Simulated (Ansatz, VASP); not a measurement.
# One calculation of AlN, two programs

```xyz
4
Lattice="3.1402 0.0000 0.0000 -1.5701 2.7195 0.0000 0.0000 0.0000 5.0261" Properties=species:S:1:pos:R:3 pbc="T T T"
Al   -0.0292    1.8130    0.0076
Al    1.5993    0.9065    2.5207
N     0.0260    1.8130    1.9274
N     1.5441    0.9065    4.4405
```

Change from the starting cell: mode 4 frozen in at -0.029 Å, equal normal strain along x, y and z +0.0167.

Alike in both runs: task single point; functional LDA; k mesh 9 × 9 × 6; occupations gaussian, width 0.05 eV; no spin polarisation.

```csv
,VASP,Ansatz
version,VASP 6.6.1,Ansatz 0.2.0
potentials or method,"VASP PAW LDA potentials, release 64 (Al, N)","scalar-relativistic, plane waves, PAW"
plane-wave cutoff (eV),520,520
valence electrons in the cell,16,16
```

Ansatz gave:

```
gap on the k mesh at the Fermi level (eV)       : 3.97
least direct gap on the mesh (eV)               : 3.97
pressure (GPa)                                  : -9.6
largest component of the traceless stress (GPa) : 0.46
rms of the force components (eV/Å)              : 0.076
```

Problem. Estimate VASP's values.

Solution. gap on the k mesh at the Fermi level (eV): 3.98; least direct gap on the mesh (eV): 3.98; pressure (GPa): -9.1; largest component of the traceless stress (GPa): 0.44; rms of the force components (eV/Å): 0.076.

Atom by atom the forces differ by 0.000 eV/Å (rms over components). Ansatz warned: «pseudo_functional_mismatch».

Caveats: an odd mesh through Γ misses points on the zone boundary, where band edges often lie.
